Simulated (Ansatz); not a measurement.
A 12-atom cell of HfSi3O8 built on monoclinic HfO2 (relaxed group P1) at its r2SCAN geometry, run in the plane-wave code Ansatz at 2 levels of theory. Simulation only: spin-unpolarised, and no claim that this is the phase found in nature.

The HSE06 input:
```yaml
crystal:
  lattice:
    - [4.8702156845, 0.1613855609, -0.0274224236]
    - [0.1631602789, 4.3321731153, 0.2930469883]
    - [-0.8650350669, 0.2674049619, 5.2432215939]
  atoms:
    - { symbol: Hf, position: [0.3015020178, 0.4513604655, 0.7197010355] }
    - { symbol: Si, position: [0.7816501707, 0.9268022481, 0.8179305266] }
    - { symbol: Si, position: [0.7328178239, 0.5176577973, 0.3397149052] }
    - { symbol: Si, position: [0.258322208, 0.0842579005, 0.2122708688] }
    - { symbol: O, position: [0.44977406, 0.8507160955, 0.8060080411] }
    - { symbol: O, position: [0.6411626022, 0.2627947962, 0.5899649596] }
    - { symbol: O, position: [0.5085520839, 0.3002611882, 0.1185945882] }
    - { symbol: O, position: [0.4170558741, 0.7509498463, 0.3436039134] }
    - { symbol: O, position: [0.0749741432, 0.2592407401, 0.3976638654] }
    - { symbol: O, position: [0.8687066783, 0.7274590854, 0.1164617025] }
    - { symbol: O, position: [0.9157292673, 0.7133546862, 0.611823417] }
    - { symbol: O, position: [0.0497530707, 0.1551451506, 0.9262621764] }
kpoints:
  mp_grid: { grid: [4, 4, 4] }
  band_path:
    path:
      - [0.0, 0.0, 0.0]
      - [-0.5, 0.0, 0.0]
      - [0.0, 0.5, 0.0]
      - [0.0, 0.0, -0.5]
      - [0.5, -0.5, -0.5]
      - [0.0, -0.5, -0.5]
      - [0.5, 0.0, -0.5]
      - [-0.5, -0.5, 0.0]
      - [0.125, 0.354167, -0.0625]
      - [0.3333333333, -0.5, -0.1666666667]
    npoints: 1
hamiltonian:
  xc: hse06
scf:
  occupations: { method: fixed }
  n_extra_bands: 7
output:
  forces: true
  stress: true
  eigenvalues: true
```

Main results, then, where recorded, the levels near the gap in eV from the Fermi energy (columns number the bands from 0), one row a point of the path (Γ, X, Y, Z, R₂, T₂, U₂, V₂, (1/8, 0.354, -0.062), (1/3, -1/2, -1/6)):
```
Crystal: 12 atoms, lattice volume = 109.960 Å³
Symmetry: 1 space group operations
Space group: P1 (ITA 1)
```
```
Basis set: ecut = 420 eV, 2143 PW (Γ)
Bands: 50, of which v1, the nominal top of the filled ones, is band 43 counted from 1 (42 counted from 0)
k-points: 36 of 64 (time reversal used)
Exchange kernel: α = 0.2500, screened, ω = 0.2079 Å⁻¹, Wigner–Seitz truncation, v(0) = 1043.8805 eV·Å³, q-mesh 4×4×4
hybrid outer 1: dexx = +3.924e-2 eV, tail = 1.12e-3 eV
hybrid outer 2: dexx = +2.468e-6 eV, tail = 1.67e-7 eV, Δε = 6.04e-3 eV, ΔF = 6.58e-3 eV/Å
hybrid outer 3: dexx = +2.092e-9 eV, tail = 2.07e-9 eV, Δε = 1.14e-4 eV, ΔF = 1.05e-4 eV/Å
Free energy (F): -22181.911068 eV
Fermi energy:    9.489910 eV
--- Forces (eV/Å), atoms counted from 1 ---
  atom   1  Hf      0.00219    -0.02423    -0.04038
  atom   2  Si    -0.07311    -0.02357    -0.00221
  atom   3  Si    -0.02371      0.01065      0.00132
  atom   4  Si      0.03318      0.00241    -0.00132
  atom   5  O       0.11742      0.05262      0.00454
  atom   6  O       0.02211      0.00941    -0.01310
  atom   7  O     -0.06779      0.00640      0.02604
  atom   8  O       0.02441    -0.01005    -0.00072
  atom   9  O       0.00991      0.04526    -0.02686
  atom  10  O     -0.02637      0.00554    -0.00109
  atom  11  O     -0.03639    -0.03238      0.01549
  atom  12  O       0.01814    -0.04207      0.03829
--- Stress (GPa, compression-positive) ---
       -0.919600      -0.266249      -0.154158
       -0.266250      -0.685716       0.156433
       -0.154150       0.156432      -1.033190
  P = ⅓ Tr σ = -0.8795 GPa (-8.795 kbar)
```
```tsv
band_38	band_39	band_40	band_41	band_42	band_43	band_44	band_45
-1.494	-1.043	-0.733	-0.624	-0.040	6.648	7.094	7.734
-1.549	-1.369	-0.884	-0.689	-0.136	6.471	7.654	8.157
-1.548	-1.283	-0.949	-0.605	0.000	6.571	7.249	8.019
-1.600	-1.337	-1.156	-0.740	-0.434	6.875	7.782	7.997
-1.721	-1.409	-1.066	-0.927	-0.248	6.222	7.184	8.222
-1.483	-1.313	-1.084	-0.713	-0.134	6.836	7.356	8.100
-1.844	-1.366	-1.076	-0.932	-0.234	6.574	7.896	8.029
-1.706	-1.361	-0.978	-0.657	-0.179	6.354	7.050	8.306
-1.568	-1.234	-0.981	-0.594	0.007	6.585	7.216	8.056
-1.722	-1.371	-1.067	-0.683	-0.163	6.283	7.159	8.231
```

The HSE06 gap is indirect, 6.21 eV (k = (1/8, 0.354, -0.062) to R₂), below the direct gap of 6.45 eV at k = (1/3, -1/2, -1/6).

PBE0. Against the first input these blocks differ (the band path and keys that only write files left aside):
```yaml
hamiltonian:
  xc: pbe0
```

```
Basis set: ecut = 420 eV, 2143 PW (Γ)
Bands: 50, of which v1, the nominal top of the filled ones, is band 43 counted from 1 (42 counted from 0)
k-points: 36 of 64 (time reversal used)
Exchange kernel: α = 0.2500, full range, Wigner–Seitz truncation, v(0) = 12575.1424 eV·Å³, q-mesh 4×4×4
hybrid outer 1: dexx = +5.034e-2 eV, tail = 1.20e-3 eV
hybrid outer 2: dexx = +3.305e-6 eV, tail = 3.07e-7 eV, Δε = 7.34e-3 eV, ΔF = 6.21e-3 eV/Å
hybrid outer 3: dexx = +3.148e-9 eV, tail = 4.72e-9 eV, Δε = 1.89e-4 eV, ΔF = 9.35e-5 eV/Å
Free energy (F): -22180.863456 eV
Fermi energy:    9.089410 eV
--- Forces (eV/Å), atoms counted from 1 ---
  atom   1  Hf    -0.00356    -0.02758    -0.03967
  atom   2  Si    -0.07036    -0.02719    -0.00534
  atom   3  Si    -0.01955      0.01124    -0.00761
  atom   4  Si      0.02838    -0.00149      0.00433
  atom   5  O       0.12328      0.06424      0.00866
  atom   6  O       0.02831      0.01025    -0.01572
  atom   7  O     -0.06881      0.00272      0.02761
  atom   8  O       0.01815    -0.00254    -0.00402
  atom   9  O       0.01660      0.03668    -0.03287
  atom  10  O     -0.02793      0.00114      0.00186
  atom  11  O     -0.04199    -0.02430      0.01919
  atom  12  O       0.01747    -0.04316      0.04358
--- Stress (GPa, compression-positive) ---
       -0.950856      -0.256344      -0.127306
       -0.256345      -0.743179       0.163586
       -0.127297       0.163583      -1.082881
  P = ⅓ Tr σ = -0.9256 GPa (-9.256 kbar)
```
```tsv
band_38	band_39	band_40	band_41	band_42	band_43	band_44	band_45
-1.495	-1.042	-0.734	-0.621	-0.040	7.418	7.866	8.518
-1.553	-1.374	-0.886	-0.689	-0.137	7.248	8.442	8.941
-1.549	-1.287	-0.949	-0.605	0.000	7.350	8.032	8.803
-1.605	-1.341	-1.160	-0.739	-0.438	7.656	8.570	8.781
-1.724	-1.413	-1.068	-0.927	-0.251	6.999	7.965	9.005
-1.484	-1.316	-1.088	-0.712	-0.135	7.619	8.140	8.884
-1.850	-1.370	-1.080	-0.934	-0.238	7.352	8.685	8.814
-1.709	-1.362	-0.981	-0.657	-0.179	7.132	7.829	9.091
-1.570	-1.236	-0.981	-0.593	0.008	7.364	7.998	8.839
-1.724	-1.374	-1.068	-0.683	-0.165	7.060	7.939	9.014
```

PBE0 gives an indirect gap of 6.99 eV, from k = (1/8, 0.354, -0.062) to R₂; the least direct gap is 7.22 eV at k = (1/3, -1/2, -1/6). With the atoms held, the mean pressure is -0.9 GPa (compression positive). (The program warns that its thresholds are loose for a hybrid's stress.)

Totals of different functionals can't be compared.

Spin-orbit coupling is left out.

The meshes of the hybrids are coarse, so their gaps aren't converged to the digits shown.
